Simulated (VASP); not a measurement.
# GeSe (Pnma) in VASP: relaxation of cell and atoms with PBE+D3(BJ)

Aim: the relaxation of cell and atoms of GeSe with PBE+D3(BJ).

All numbers are computed with VASP 6.6.1; they aren't measurements. Logs are shortened: lines on timing, memory, paths and dates and some standing lists are left out, and cuts for length are marked.

## Step 1: The structure

The structure is orthorhombic, space group Pnma (No. 62). Conventional cell: a = 10.790 Å, b = 3.820 Å, c = 4.380 Å, α = 90.00°, β = 90.00°, γ = 90.00°. Ge (site symmetry m) has 3 Se at 2.54 to 2.58 Å as nearest neighbours. Se (site symmetry m) has 3 Ge at 2.54 to 2.58 Å as nearest neighbours.

## Step 2: Relaxation of cell and atoms, PBE+D3(BJ)

Contents of INCAR:

```
SYSTEM = GeSe
PREC = Accurate
ENCUT = 600
EDIFF = 1E-7
ISMEAR = 0
SIGMA = 0.02
LREAL = .FALSE.
LASPH = .TRUE.
NELM = 100
ALGO = Normal
ISIF = 3
LWAVE = .FALSE.
LCHARG = .FALSE.
GGA = PE
IVDW = 12
IBRION = 2
NSW = 80
EDIFFG = -0.004
```

Contents of KPOINTS:

```
regular mesh
0
G
  3 6 5
  0 0 0
```

Contents of POSCAR:

```
GeSe
1.0
   10.7900000000      0.0000000000      0.0000000000
    0.0000000000      3.8200000000      0.0000000000
    0.0000000000      0.0000000000      4.3800000000
Ge Se
4 4
Direct
    0.1210000000      0.7500000000      0.8940000000
    0.6210000000      0.7500000000      0.6060000000
    0.3790000000      0.2500000000      0.3940000000
    0.8790000000      0.2500000000      0.1060000000
    0.8520000000      0.7500000000      0.4970000000
    0.3520000000      0.7500000000      0.0030000000
    0.6480000000      0.2500000000      0.9970000000
    0.1480000000      0.2500000000      0.5030000000
```

Potentials or basis: VASP PAW PBE potentials, release 64 (Ge_d, Se).

Started as:

```sh
cat potpaw_PBE.64/Ge_d/POTCAR potpaw_PBE.64/Se/POTCAR > POTCAR
mpirun -np 1 vasp_std > vasp.out
```

OUTCAR:

```text
SYSTEM = GeSe
   PREC = Accurate
   ENCUT = 600
   EDIFF = 1E-7
   ISMEAR = 0
   LREAL = .FALSE.
   LASPH = .TRUE.
   NELM = 100
   ISIF = 3
   GGA = PE
   IVDW = 12
   IBRION = 2
   NSW = 80
   EDIFFG = -0.004
 IVDW          = 12

 ion  position               nearest neighbor table
   1  0.121  0.750  0.894-   6 2.54   8 2.58   8 2.58
   2  0.621  0.750  0.606-   5 2.54   7 2.58   7 2.58
   3  0.379  0.250  0.394-   8 2.54   6 2.58   6 2.58
   4  0.879  0.250  0.106-   7 2.54   5 2.58   5 2.58
   5  0.852  0.750  0.497-   2 2.54   4 2.58   4 2.58
   6  0.352  0.750  0.003-   1 2.54   3 2.58   3 2.58
   7  0.648  0.250  0.997-   4 2.54   2 2.58   2 2.58
   8  0.148  0.250  0.503-   3 2.54   1 2.58   1 2.58

  LATTYP: Found a simple orthorhombic cell.
 ALAT       =     3.8200000000
 B/A-ratio  =     1.1465968586
 C/A-ratio  =     2.8246073298

  Lattice vectors:

 A1 = (   0.0000000000,   3.8200000000,   0.0000000000)
 A2 = (   0.0000000000,   0.0000000000,   4.3800000000)
 A3 = (  10.7900000000,   0.0000000000,   0.0000000000)

Analysis of symmetry for initial positions (statically):
=====================================================================
 Subroutine PRICEL returns:
 Original cell was already a primitive cell.

 Routine SETGRP: Setting up the symmetry group for a
 simple orthorhombic supercell.

 Subroutine GETGRP returns: Found  8 space group operations
 (whereof  2 operations were pure point group operations)
 out of a pool of  8 trial point group operations.

The static configuration has the point symmetry S_2 .
 The point group associated with its full space group is D_2h.

Analysis of symmetry for dynamics (positions and initial velocities):
=====================================================================
 Subroutine PRICEL returns:
 Original cell was already a primitive cell.

 Routine SETGRP: Setting up the symmetry group for a
 simple orthorhombic supercell.

 Subroutine GETGRP returns: Found  8 space group operations
 (whereof  2 operations were pure point group operations)
 out of a pool of  8 trial point group operations.

The dynamic configuration has the point symmetry S_2 .
 The point group associated with its full space group is D_2h.

 Subroutine INISYM returns: Found  8 space group operations
 (whereof  2 operations are pure point group operations),
 and found     1 'primitive' translations

----------------------------------------------------------------------------------------

                                     Primitive cell

  volume of cell :     180.5340

  direct lattice vectors                    reciprocal lattice vectors
    10.790000000  0.000000000  0.000000000     0.092678406  0.000000000  0.000000000
     0.000000000  3.820000000  0.000000000     0.000000000  0.261780105  0.000000000
     0.000000000  0.000000000  4.380000000     0.000000000  0.000000000  0.228310502

  length of vectors
    10.790000000  3.820000000  4.380000000     0.092678406  0.261780105  0.228310502

  position of ions in fractional coordinates (direct lattice)
     0.121000000  0.750000000  0.894000000
     0.621000000  0.750000000  0.606000000
     0.379000000  0.250000000  0.394000000
     0.879000000  0.250000000  0.106000000
     0.852000000  0.750000000  0.497000000
     0.352000000  0.750000000  0.003000000
     0.648000000  0.250000000  0.997000000
     0.148000000  0.250000000  0.503000000

  ion indices of the primitive-cell ions
   primitive index   ion index
                 1           1
                 2           2
                 3           3
                 4           4
                 5           5
                 6           6
                 7           7
                 8           8

----------------------------------------------------------------------------------------

 KPOINTS: regular mesh

Automatic generation of k-mesh.
 Grid dimensions read from file:
 generate k-points for:    3    6    5

 Generating k-lattice:

  Cartesian coordinates                     Fractional coordinates (reciprocal lattice)
     0.030892802  0.000000000  0.000000000     0.333333333  0.000000000  0.000000000
     0.000000000  0.043630017  0.000000000     0.000000000  0.166666667  0.000000000
     0.000000000  0.000000000  0.045662100     0.000000000  0.000000000  0.200000000

  Length of vectors
     0.030892802  0.043630017  0.045662100

  Shift w.r.t. Gamma in fractional coordinates (k-lattice)
     0.000000000  0.000000000  0.000000000

 Subroutine IBZKPT returns following result:
 ===========================================

 Found     24 irreducible k-points:

 Following reciprocal coordinates:
            Coordinates               Weight
  0.000000  0.000000  0.000000      1.000000
  0.333333  0.000000  0.000000      2.000000
  0.000000  0.166667  0.000000      2.000000
  0.333333  0.166667  0.000000      4.000000
  0.000000  0.333333  0.000000      2.000000
  0.333333  0.333333  0.000000      4.000000
[... 16 lines left out ...]
  0.000000  0.500000  0.400000      2.000000
  0.333333  0.500000  0.400000      4.000000
   k-points           NKPTS =     24   k-points in BZ     NKDIM =     24   number of bands    NBANDS=     48
   number of dos      NEDOS =    301   number of ions     NIONS =      8
   total plane-waves  NPLWV = 103680
   dimension x,y,z NGX =    90 NGY =   32 NGZ =   36
   dimension x,y,z NGXF=   180 NGYF=   64 NGZF=   72
   ions per type =               4   4
   NGX,Y,Z   is equivalent  to a cutoff of  13.87, 13.93, 13.66 a.u.
   NGXF,Y,Z  is equivalent  to a cutoff of  27.73, 27.85, 27.33 a.u.
 SYSTEM =  GeSe
   PREC   = accura    normal or accurate (medium, high low for compatibility)
   ISTART =      0    job   : 0-new  1-cont  2-samecut
   ICHARG =      2    charge: 1-file 2-atom 10-const
   ISPIN  =      1    spin polarized calculation?
   LNONCOLLINEAR =      F non collinear calculations
   LSORBIT =      F    spin-orbit coupling
   LASPH  =      T    aspherical Exc in radial PAW
   ENCUT  =  600.0 eV  44.10 Ry    6.64 a.u.  21.55  7.63  8.75*2*pi/ulx,y,z
   NELM   =    100;   NELMIN=  2; NELMDL= -5     # of ELM steps
   EDIFF  = 0.1E-06   stopping-criterion for ELM
   LREAL  =      F    real-space projection
   EDIFFG = -.4E-02   stopping-criterion for IOM
   NSW    =     80    number of steps for IOM
   IBRION =      2    ionic relax: 0-MD 1-quasi-New 2-CG
   NFREE  =      1    steps in history (QN), initial steepest desc. (CG)
   ISIF   =      3    stress and relaxation
   ISYM   =      2    0-nonsym 1-usesym 2-fastsym
   POTIM  = 0.5000    time-step for ionic-motion
   TEBEG  =    0.0;   TEEND  =   0.0 temperature during run
   PSTRESS=    0.0 pullay stress
   NELECT =      80.0000    total number of electrons
   NUPDOWN=      -1.0000    fix difference up-down
   EMIN   =  10.00;   EMAX   =-10.00  energy-range for DOS
   EFERMI =   0.00;   METHOD = LEGACY
   ISMEAR =     0;   SIGMA  =   0.02  broadening in eV -4-tet -1-fermi 0-gaus
   EFERMI_NEDOS =   21; number of points for ismear=-14 and -15
   IALGO  =     38    algorithm
   IMIX   =      4    mixing-type and parameters
     AMIX     =   0.40;   BMIX     =  1.00
     AMIX_MAG =   1.60;   BMIX_MAG =  1.00
  volume/ion in A,a.u.               =      22.57       152.29
  Fermi-wavevector in a.u.,A,eV,Ry     =   1.248107  2.358580 21.194766  1.557771
  Thomas-Fermi vector in A             =   2.382209
   LORBIT       =      0    0 simple, 1 ext, 2 COOP (PROOUT), +10 PAW based schemes
   GGA     = PE    functional components
   LHFCALC =     F    Hartree Fock is set to
   AEXX    =    0.0000 exact exchange contribution
   IVDW    =    12    specifies the selected vdW correction
   LEPSILON=     F    determine dielectric tensor
   LRPA    =     F    only Hartree local field effects (RPA)
 conjugate gradient relaxation of ions
 non-spin polarized calculation
 Gauss-broadening in eV      SIGMA  =   0.02
  energy-cutoff  :      600.00
  volume of cell :      180.53
 maximum number of plane-waves:      6065
 NGX is ok and might be reduce to    90
   NGX = 43   NGY = 15   NGZ = 17

--------------------------------------- Ionic step        1  -------------------------------------------

 number of electron      79.9999967 magnetization

 Free energy of the ion-electron system (eV)
  ---------------------------------------------------
  ext. energy  EPLUGINS =         0.00000000
  ---------------------------------------------------
  free energy    TOTEN  =       -33.74462385 eV

  energy without entropy =      -33.74462385  energy(sigma->0) =      -33.74462385

 E-fermi :   4.5570     XC(G=0): -10.0199

 val. band max:        4.4532210456   @ k =   0.0000   0.0000   0.4000
 cond. band min:       5.1774366156   @ k =   0.0000   0.0000   0.0000
 fundamental gap:      0.7242155701
 Fermi energy:         4.5569923054

 k-point     1 :       0.0000    0.0000    0.0000
  band No.  band energies     occupation
      1     -20.0326      2.00000
      2     -20.0301      2.00000
      3     -20.0294      2.00000
      4     -20.0278      2.00000
      5     -20.0278      2.00000
      6     -20.0275      2.00000
[... 1344 lines left out ...]
  FREE ENERGIE OF THE ION-ELECTRON SYSTEM (eV)
  ---------------------------------------------------
  free  energy   TOTEN  =       -36.7028826954 eV

  energy  without entropy=      -36.7028826954  energy(sigma->0) =      -36.70288270

[... ionic steps 4 to 36 ...]

--------------------------------------- Ionic step       37  -------------------------------------------

 number of electron      80.0000055 magnetization

------------------------ aborting loop because EDIFF is reached ----------------------------------------

 Edisp (eV)   -2.86262

 E8    (eV) :    -1.2303
[... 81 lines left out ...]
  energy  without entropy=      -36.7126619468  energy(sigma->0) =      -36.71266195

--------------------------------------- Ionic step       39  -------------------------------------------

 number of electron      80.0000053 magnetization

 Free energy of the ion-electron system (eV)
  ---------------------------------------------------
  ext. energy  EPLUGINS =         0.00000000
  ---------------------------------------------------
  free energy    TOTEN  =       -33.85065066 eV

  energy without entropy =      -33.85065066  energy(sigma->0) =      -33.85065066

 E-fermi :   4.2216     XC(G=0):  -9.8158

 val. band max:        4.0509684872   @ k =   0.0000   0.0000   0.4000
 cond. band min:       4.8458083544   @ k =   0.0000   0.0000   0.0000
 fundamental gap:      0.7948398672
 Fermi energy:         4.2215953161

 k-point     1 :       0.0000    0.0000    0.0000
  band No.  band energies     occupation
      1     -20.4528      2.00000
      2     -20.4510      2.00000
      3     -20.4502      2.00000
      4     -20.4490      2.00000
      5     -20.4488      2.00000
      6     -20.4486      2.00000
[... 1252 lines left out ...]
  FREE ENERGIE OF THE ION-ELECTRON SYSTEM (eV)
  ---------------------------------------------------
  free  energy   TOTEN  =       -36.7127074799 eV

  energy  without entropy=      -36.7127074799  energy(sigma->0) =      -36.71270748

 reached required accuracy - stopping structural energy minimisation
```

Wall time 52 min (1 thread of AMD EPYC 9R45 (Zen 5), shared host); peak memory 0.42 GiB.

What came out:

```
Free energy                            : -36.7127 eV
Relaxed volume                         : 23.55 Å³/atom
Relaxed cell                           : a = 10.957 Å, b = 3.882 Å, c = 4.430 Å, α = 90.00°, β = 90.00°, γ = 90.00°
Space group after relaxing (to 0.05 Å) : Pnma (No. 62)
Energy gained by relaxing              : 11.8 meV/atom
Ionic steps                            : 39
Pressure after relaxing                : 0.0 GPa
Largest force after relaxing           : 0.004 eV/Å
Band gap on the k mesh                 : 0.79 eV, indirect (least direct gap 0.92 eV)
Dispersion energy per atom             : -0.358 eV
```

Forces in eV/Å, atoms in the order of the input:
```
Ge  -0.003  0.000 -0.002
Ge  -0.003  0.000  0.002
Ge   0.003  0.000 -0.002
Ge   0.003  0.000  0.002
Se   0.001  0.000  0.002
Se   0.001  0.000 -0.002
Se  -0.001  0.000  0.002
Se  -0.001  0.000 -0.002
```

The path:
```tsv
step	energy change (eV)	largest force (eV/Å)	pressure (GPa)	volume (Å³)
1	0.0000	0.2418	3.36	180.53
2	-0.0414	0.2927	-2.41	193.16
3	-0.0849	0.1377	-0.08	187.94
4	-0.0850	0.1335	-0.02	187.79
5	-0.0891	0.0903	0.00	187.96
6	-0.0914	0.0412	0.04	188.18
7	-0.0915	0.0381	0.04	188.21
8	-0.0924	0.0309	-0.04	188.45
9	-0.0926	0.0330	-0.08	188.62
10	-0.0932	0.0333	0.05	188.33
11	-0.0934	0.0340	0.17	188.06
12	-0.0938	0.0249	0.12	188.17
13	-0.0940	0.0155	0.06	188.30
14	-0.0939	0.0190	-0.08	188.57
15	-0.0940	0.0122	0.00	188.40
16	-0.0941	0.0118	-0.01	188.41
17	-0.0942	0.0106	-0.02	188.43
18	-0.0943	0.0084	-0.04	188.47
19	-0.0945	0.0066	-0.08	188.56
20	-0.0945	0.0064	-0.03	188.49
21	-0.0945	0.0064	-0.03	188.48
22	-0.0945	0.0066	-0.03	188.47
23	-0.0946	0.0069	-0.03	188.43
24	-0.0946	0.0081	0.00	188.37
25	-0.0946	0.0112	0.06	188.24
26	-0.0946	0.0086	0.03	188.33
27	-0.0946	0.0083	0.01	188.35
28	-0.0946	0.0068	0.00	188.35
29	-0.0946	0.0066	0.00	188.36
30	-0.0946	0.0071	-0.02	188.37
31	-0.0946	0.0053	0.01	188.33
32	-0.0946	0.0049	0.02	188.32
33	-0.0946	0.0053	0.02	188.30
34	-0.0946	0.0062	0.04	188.27
35	-0.0947	0.0077	0.02	188.29
36	-0.0947	0.0110	0.00	188.34
37	-0.0947	0.0101	0.00	188.35
38	-0.0947	0.0075	-0.01	188.37
39	-0.0948	0.0038	-0.01	188.43
```

Final structure:
```
Ge Se
1.0
    10.95734    0.00000    0.00000
     0.00000    3.88223    0.00000
     0.00000    0.00000    4.42955
Ge Se
4 4
Direct
  0.12292 0.75000 0.88746
  0.62292 0.75000 0.61254
  0.37708 0.25000 0.38746
  0.87708 0.25000 0.11254
  0.85444 0.75000 0.50002
  0.35444 0.75000 0.99998
  0.64556 0.25000 0.00002
  0.14556 0.25000 0.49998
```

Caveat: an odd mesh through Γ misses points on the zone boundary, where band edges often lie.
